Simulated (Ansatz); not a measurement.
Ag in Ansatz: the effect of functional

The system is Ag.

```
Ag
1.0
    -1.67744    1.67744    1.67744
     1.67744   -1.67744    1.67744
     1.67744    1.67744   -1.67744
Ag
1
Direct
  0.00000 0.00000 0.00000
```

This isn't the form of Ag at room conditions, which is fcc.

The cell isn't the ideal one: volume scaled by 1.04.

Alike in all runs:

* Program: Ansatz 0.2.0
* Task: single point
* Potentials or basis: Ansatz PAW
* k mesh: 11 × 11 × 11
* Occupations: fermi-dirac, width 0.05 eV
* Spin: no spin polarisation

**Question.** One run gave: pressure -13.7 GPa. Which functional did it use?
A. PBEsol
B. r2SCAN
C. LDA

**Answer.** C.

| functional | cutoff | pressure (GPa) |
| --- | --- | --- |
| LDA | 420 eV (not typed: the program's choice for these potentials) | -13.7 |
| PBEsol | 420 eV (not typed: the program's choice for these potentials) | -9.8 |
| r2SCAN | 500 eV (not typed: the program's choice for these potentials) | -6.5 |

Caveats: the PAW data sets come from PBE, with cores solved anew for the run's functional, which leaves a small shift of forces and pressure.
